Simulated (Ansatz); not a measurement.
# C: how settings move the results

This session on C sets out to relax the cell with several choices of functional.

Computed with Ansatz 0.2.0 (DFT LDA, scalar-relativistic, plane waves, PAW for the base; runs at other levels say so in their headings and inputs, unless a step's input says otherwise).

1 further run of the same task is left out (set aside as unsound or not needed). Runs told in other sessions of the task aren't counted.

### Step 1. Starting point

It takes space group Cmme (No. 67, orthorhombic). Conventional cell: a = 2.456 Å, b = 4.254 Å, c = 7.173 Å, α = 90.00°, β = 90.00°, γ = 90.00°. C (site symmetry m) is surrounded by 3 C at 1.42 Å.

Coordinates:

```
C
1.0
     1.22805   -2.12706    0.00000
     1.22805    2.12706    0.00000
     0.00000    0.00000    7.17327
C
4
Direct
  0.08338 0.91662 0.75314
  0.58338 0.41662 0.24686
  0.91662 0.08338 0.24686
  0.41662 0.58338 0.75314
```

The structure comes from the Materials Project (structure only); it is used as listed.

### Step 2. The base input

input.yaml

```yaml
crystal:
  lattice:
    - [1.22804797, -2.12706182, 0.0]
    - [1.22804797, 2.12706182, 0.0]
    - [0.0, 0.0, 7.17326776]
  atoms:
    - { symbol: C, position: [0.08337946, 0.91662054, 0.7531376] }
    - { symbol: C, position: [0.58337946, 0.41662054, 0.2468624] }
    - { symbol: C, position: [0.91662054, 0.08337946, 0.2468624] }
    - { symbol: C, position: [0.41662054, 0.58337946, 0.7531376] }
basis:
  ecutwfc: 420
kpoints:
  mp_grid: { grid: [18, 18, 6] }
hamiltonian:
  xc: lda
scf:
  occupations: { method: gaussian, width: 0.1 }
output:
  forces: true
  stress: true
  eigenvalues: true
  populations: true
  write_density: true
  write_potential: true
  elf: true
  volumetric_format: npy
```

It was run beforehand and gave: -242.9778 eV/atom at zero smearing, pressure -3.92 GPa, largest force 0.026 eV/Å, gap on the mesh 0.02 eV, in 6 SCF cycles and 10 s.

### Step 3. Relaxation, functional: LDA

input.yaml

```yaml
crystal:
  lattice:
    - [1.22804797, -2.12706182, 0.0]
    - [1.22804797, 2.12706182, 0.0]
    - [0.0, 0.0, 7.17326776]
  atoms:
    - { symbol: C, position: [0.08337946, 0.91662054, 0.7531376] }
    - { symbol: C, position: [0.58337946, 0.41662054, 0.2468624] }
    - { symbol: C, position: [0.91662054, 0.08337946, 0.2468624] }
    - { symbol: C, position: [0.41662054, 0.58337946, 0.7531376] }
basis:
  ecutwfc: 420
kpoints:
  mp_grid: { grid: [18, 18, 6] }
hamiltonian:
  xc: lda
scf:
  occupations: { method: gaussian, width: 0.1 }
output:
  forces: true
  stress: true
  eigenvalues: true
relax:
  adjacent_minimum: "off"
  f_tol: 0.01
  max_steps: 60
  cell: { stress_tol: 0.05 }
```

Started as:

```bash
$ ansatz run input.yaml --threads 1 --pin off --max-ram 2560MiB --backend cpu --events-out ev --progress --plain --runs-dir out
```

### Step 4. Relaxation, functional: PBEsol

input.yaml: that of step 3 with these lines changed.

```diff
@@ -15,3 +15,3 @@
 hamiltonian:
-  xc: lda
+  xc: pbesol
 scf:
```

### Step 5. Relaxation, functional: PBE

input.yaml: that of step 4 with these lines changed.

```diff
@@ -15,3 +15,3 @@
 hamiltonian:
-  xc: pbesol
+  xc: pbe
 scf:
```

### Step 6. Relaxing with functional r2SCAN

input.yaml: that of step 5 with these lines changed.

```diff
@@ -11,3 +11,3 @@
 basis:
-  ecutwfc: 420
+  ecutwfc: 500
 kpoints:
@@ -15,3 +15,3 @@
 hamiltonian:
-  xc: pbe
+  xc: r2scan
 scf:
```

(Steps that only read results are left out.)

What results come out of these runs, taken together? Wanted: relaxed volume by functional.

As calculated:

```
                              quantity                                              value
relaxed volume by functional (Å³/atom)  LDA: 8.72; PBEsol: 9.59; PBE: 11.23; r2SCAN: 9.29
```

**Reading.** The relaxed volumes span 28.8 %, from LDA (smallest) to PBE (largest). Layers here are held mostly by dispersion, which this level lacks, so their spacing and the stiffness across them are unreliable there.
